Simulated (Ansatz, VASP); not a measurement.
**One calculation of Rh, two programs**

```
Rh
1.0
     0.00000    1.89899    2.05148
     1.89899    0.00000    2.05148
     1.89899    1.89899    0.00000
Rh
1
Direct
  0.00000 0.00000 0.00000
```

Alike in both runs: task single point; functional PBE; k mesh 22 × 22 × 22; occupations gaussian, width 0.15 eV; no spin polarisation.

|  | VASP | Ansatz |
| --- | --- | --- |
| version | VASP 6.6.1 | Ansatz 0.2.0 |
| potentials or method | VASP PAW PBE potentials, release 64 (Rh_pv) | scalar-relativistic, plane waves, PAW |
| plane-wave cutoff (eV) | 520 | 420 |
| valence electrons in the cell | 15 | 17 |

VASP gave:

| Property | Result |
| --- | --- |
| gap on the k mesh at the Fermi level (eV) | none |
| pressure (GPa) | -10.8 |
| largest component of the traceless stress (GPa) | 10.46 |

**Question.** What did Ansatz give for the same quantities?

**Answer.** gap on the k mesh at the Fermi level (eV): none; pressure (GPa): -10.7; largest component of the traceless stress (GPa): 10.50.

A gap of «none» marks a metal or a gap that the smearing closes. The two sets of potentials don't hold the same shells in valence.
